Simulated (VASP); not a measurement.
# Ir: convergence, self-consistent run

Ir, P1 (no. 1), 64 atoms in the cell. R2SCAN; PAW potentials Ir (PBE set). VASP 6.6.1.

Wanted: energy within 2 meV/atom; forces within 0.01 eV/Å.

What the run is for: forces in a large cell; Accuracy asked: standard; Cell repeated: 4 × 4 × 4.

POSCAR:
```
Ir
1.0
    0.0000000000      7.6624000000      7.6624000000
    7.6624000000      0.0000000000      7.6624000000
    7.6624000000      7.6624000000      0.0000000000
Ir
64
Direct
   -0.0035140000      0.0026450000      0.0023070000
    0.0034540000      0.0030840000      0.2484260000
    0.0028070000     -0.0011210000      0.4987450000
    0.0034410000      0.0007930000      0.7445230000
    0.0019610000      0.2527090000     -0.0064330000
   -0.0033310000      0.2515190000      0.2509100000
    0.0037100000      0.2497690000      0.4989120000
   -0.0034280000      0.2480760000      0.7481050000
   -0.0009630000      0.5019830000     -0.0042970000
   -0.0035160000      0.4996040000      0.2530320000
   -0.0033780000      0.5005490000      0.4995500000
    0.0044240000      0.4996810000      0.7476000000
   -0.0005250000      0.7477060000     -0.0010780000
   -0.0014700000      0.7451980000      0.2546160000
   -0.0017490000      0.7536980000      0.4977360000
[... 36 lines left out ...]
    0.7452060000      0.0002130000      0.7542150000
    0.7487580000      0.2549070000     -0.0067140000
    0.7475710000      0.2520520000      0.2503780000
    0.7478000000      0.2492890000      0.4985840000
    0.7528410000      0.2501840000      0.7474110000
    0.7510950000      0.5012560000     -0.0018390000
    0.7434020000      0.4999350000      0.2564330000
    0.7561060000      0.4957930000      0.4988000000
    0.7501400000      0.4976750000      0.7471980000
    0.7485440000      0.7476180000      0.0018230000
    0.7447990000      0.7491670000      0.2505200000
    0.7404590000      0.7440700000      0.5101090000
    0.7535340000      0.7538620000      0.7489960000
```

The series start from Plane-wave cutoff (eV): 240; Projection operators (LREAL): Auto, ROPT -0.00025; Precision mode (PREC): Normal; Electronic threshold (eV): 1e-5; Parallel layout: defaults; Program: vasp_std; Electronic algorithm: ALGO=Normal; Bands a block (NSIM): NSIM=4; Data layout and linear algebra: defaults. Each series keeps the choices made before it, and each single choice may use up half of a tolerance.

## Plane-wave cutoff (eV)

| Plane-wave cutoff (eV) | Energy less reference (meV/atom) | Forces, largest deviation (eV/Å) | SCF iterations | Time (s) |
|---|---|---|---|---|
| 190 | 45.3 | 0.073 | 24 | 97 |
| 210 | 0.8 | 0.008 | 26 | 101 |
| 240 | -9.8 | 0.011 | 25 | 93 |
| 270 | -7.5 | 0.006 | 25 | 106 |
| 340 (reference) | 0.0 | 0.000 | 25 | 101 |

## Projection operators (LREAL)

| Projection operators (LREAL) | Energy less reference (meV/atom) | Forces, largest deviation (eV/Å) | SCF iterations | Time (s) |
|---|---|---|---|---|
| Auto, ROPT -0.005 | -8.6 | 0.111 | 25 | 102 |
| Auto, ROPT -0.002 | -2.1 | 0.061 | 25 | 109 |
| Auto, ROPT -0.001 | -2.1 | 0.061 | 25 | 111 |
| Auto, ROPT -0.0005 | 0.0 | 0.036 | 25 | 110 |
| Auto, ROPT -0.00025 | -0.2 | 0.006 | 25 | 101 |
| Auto, ROPT -0.0001 | -0.5 | 0.004 | 25 | 102 |
| False (reference) | 0.0 | 0.000 | 25 | 153 |

## Precision mode (PREC)

| Precision mode (PREC) | Energy less reference (meV/atom) | Forces, largest deviation (eV/Å) | SCF iterations | Time (s) |
|---|---|---|---|---|
| SingleN | -0.8 | 0.013 | 25 | 125 |
| Normal | 0.0 | 0.004 | 25 | 102 |
| Accurate (reference) | 0.0 | 0.000 | 25 | 311 |

## Electronic threshold (eV)

| Electronic threshold (eV) | Energy less reference (meV/atom) | Forces, largest deviation (eV/Å) | SCF iterations | Time (s) |
|---|---|---|---|---|
| 0.001 | 0.0 | 0.001 | 19 | 96 |
| 0.0001 | 0.0 | 0.001 | 19 | 97 |
| 1e-5 | 0.0 | 0.000 | 25 | 102 |
| 1e-6 | 0.0 | 0.000 | 28 | 126 |
| 1e-7 (reference) | 0.0 | 0.000 | 28 | 137 |

## Parallel layout

| Parallel layout | Energy less reference (meV/atom) | Forces, largest deviation (eV/Å) | SCF iterations | Time (s) |
|---|---|---|---|---|
| defaults | 0.0 | 0.000 | 19 | 96 |
| NCORE=2 | 0.0 | 0.000 | 19 | 82 |
| NCORE=4 | 0.0 | 0.000 | 19 | 70 |
| NCORE=8 | 0.0 | 0.000 | 19 | 73 |
| NPAR=2 | 0.0 | 0.000 | 19 | 70 |

## Program

| Program | Energy less reference (meV/atom) | Forces, largest deviation (eV/Å) | SCF iterations | Time (s) |
|---|---|---|---|---|
| vasp_std | 0.0 | 0.000 | 19 | 96 |
| vasp_gam | 0.0 | 0.000 | 19 | 66 |

## Electronic algorithm

| Electronic algorithm | Energy less reference (meV/atom) | Forces, largest deviation (eV/Å) | SCF iterations | Time (s) |
|---|---|---|---|---|
| ALGO=Normal | 0.0 | 0.000 | 19 | 66 |
| ALGO=Fast | 0.0 | 0.004 | 18 | 62 |
| ALGO=VeryFast | 0.0 | 0.002 | 26 | 76 |
| ALGO=All ISEARCH=1 | 0.0 | 0.032 | 16 | 68 |

## Bands a block (NSIM)

| Bands a block (NSIM) | Energy less reference (meV/atom) | Forces, largest deviation (eV/Å) | SCF iterations | Time (s) |
|---|---|---|---|---|
| NSIM=4 | 0.0 | 0.000 | 19 | 66 |
| NSIM=1 | 0.0 | 0.000 | 19 | 68 |
| NSIM=2 | 0.0 | 0.000 | 19 | 68 |
| NSIM=8 | 0.0 | 0.000 | 19 | 68 |
| NSIM=16 | 0.0 | 0.000 | 19 | 65 |

## Data layout and linear algebra

| Data layout and linear algebra | Energy less reference (meV/atom) | Forces, largest deviation (eV/Å) | SCF iterations | Time (s) |
|---|---|---|---|---|
| defaults | 0.0 | 0.000 | 19 | 66 |
| LPLANE=False | 0.0 | 0.000 | 19 | 69 |
| LSCALAPACK=False | 0.0 | 0.000 | 19 | 79 |
| LSCALU=True | 0.0 | 0.000 | 19 | 74 |

## Question

The rows run from the loosest to the tightest (no order: parallel layout, program, electronic algorithm, bands a block, data layout and linear algebra). For each series: choose the loosest value from which every tighter one stays within half of the tolerance; where there is no order, keep the first row unless others stay within half of the tolerance and take at least 30 % less time, and then take the fastest.

## Answer

- Plane-wave cutoff (eV): 340, the tightest run, since the next looser one is off by more than half of the tolerance (convergence isn't shown beyond it)
- Projection operators (LREAL): Auto, ROPT -0.0001
- Precision mode (PREC): Normal
- Electronic threshold (eV): 0.001
- Parallel layout: defaults
- Program: vasp_gam
- Electronic algorithm: ALGO=Normal
- Bands a block (NSIM): NSIM=4
- Data layout and linear algebra: defaults

## All choices together

| Input | Energy less reference (meV/atom) | Forces, largest deviation (eV/Å) | Time (s) |
|---|---|---|---|
| the program's defaults (naive) | -0.3 | 0.057 | 28 |
| chosen settings | -0.5 | 0.004 | 66 |
| reference settings throughout | 0.0 | 0.000 | 293 |

The chosen settings stay within the tolerance of the reference run, but the reference itself isn't shown to be converged in: Plane-wave cutoff (eV).

## The input

INCAR:
```
METAGGA  = R2SCAN         # meta-GGA
ISMEAR   = 1              # smearing method
SIGMA    = 0.1            # smearing width, eV
LWAVE    = F              # write WAVECAR
LCHARG   = F              # write CHGCAR
ISIF     = 2              # what is computed and relaxed
ISYM     = 0            
PREC     = Normal         # precision mode
LASPH    = T              # aspherical terms in the spheres
LREAL    = Auto         
ALGO     = Normal         # electronic algorithm
EDIFF    = 0.001          # SCF threshold, eV
NELM     = 120            # most SCF steps
GGA_COMPAT= F            
ENCUT    = 340            # plane-wave cutoff, eV
LMIXTAU  = T            
ROPT     = -0.0001      
NSIM     = 4             
```

KPOINTS:
```
k-points
0
Gamma
  1 1 1
```

Commands:
```
cat potpaw_PBE.64/Ir/POTCAR > POTCAR
mpirun -np 8 vasp_gam > vasp.out
```

Limits: Only the k mesh 1 × 1 × 1 was run, so its error is untested.

The chosen input took VASP 6.6.1 66 s on 8 cores (Intel Xeon 6975P-C (Granite Rapids)), a shared host.

## An input that fails: Gamma-only program on a mesh of k points

VASP's message: You are using the Gamma-point-only version with more than one k-point or some other non-Gamma k-point.

k mesh: 1 × 1 × 1 becomes 2 × 2 × 2.

Changes against the starting input:
```
- NELM = 120
+ NELM = 90
- vasp_std
+ vasp_gam
(KPOINTS)
-k-points
+Automatic mesh
-  1 1 1
+  2 2 2
+  0 0 0
```
